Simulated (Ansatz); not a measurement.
**Defect calculation, host Si**

The calculation used DFT PBEsol, scalar-relativistic, plane waves, PAW (Ansatz 0.2.0). Run with 420 eV cutoff, 3×3×3 k-mesh, Gaussian smearing of 0.02 eV, collinear spin.

Host crystal, relaxed:

```
Si
1.0
     0.00000    2.71692    2.71692
     2.71692    0.00000    2.71692
     2.71692    2.71692    0.00000
Si
2
Direct
  0.25000 0.25000 0.25000
  0.00000 0.00000 0.00000
```

Supercell of 32 atoms, rows in host cell vectors: 3 -1 -1; -1 3 -1; -1 -1 3. Atoms relax at the host's cell, keeping the symmetry that the supercell leaves at the site. The cell is small, so energies carry finite-size errors of tenths of an eV. The host's Kohn–Sham gap is 0.46 eV. Atoms are taken from and returned to the elements' standard states. Charged cells are corrected for image charges with the computed static dielectric tensor (mean 13.3) and aligned with the host's potential at far atoms (alignment terms reach 0.07 eV; the program doubts the alignment in some charges, where it is up to 0.07 eV). No band-filling term is added, and the Fermi level counts from the host's valence band top.

The defect is a foreign atom on a Si site at (0.250, 0.250, 0.250) of the host cell.

| charge | E_f at the valence band top (eV) | over the neutral state (eV) | moment (μB) | largest move (Å) | atoms near the site |
| --- | --- | --- | --- | --- | --- |
| +1 | 1.75 | 0.13 | 0.33 | 0.09 | 4 Si at 2.27 Å |
| 0 | 1.62 | 0.00 | 0.67 | 0.12 | 4 Si at 2.24 Å |
| -1 | 1.88 | 0.26 | 1.69 | 0.13 | 4 Si at 2.22 Å |

Among the charges computed the stable one is 0 at the valence band top, changing to -1 at 0.26 eV. In charge +1 the extra carrier would gain by moving to a band edge of the host, so it isn't bound in the gap, though by less than the errors named above. In charge +1, 0, -1 the cell has partly filled bands: a level of the defect may be part filled, the carrier may sit in the host's bands, or levels may cross between the k points, so transitions that involve it are doubtful. Fractional moments come from partly filled bands of the small cell.

(1) Which element is it? Judge by the nearest distance in charge 0 and covalent radii.
A. Ca
B. Sr
C. Ni
D. Cr
E. W

Results:

(1) C. The nearest neighbour is Si at 2.24 Å, and the summed covalent radii with Si are 2.87 Å for Ca, 2.50 Å for Cr, 2.35 Å for Ni, 3.06 Å for Sr, 2.73 Å for W, so Ni fits best. Bonds can miss such sums by a tenth of an ångström or more.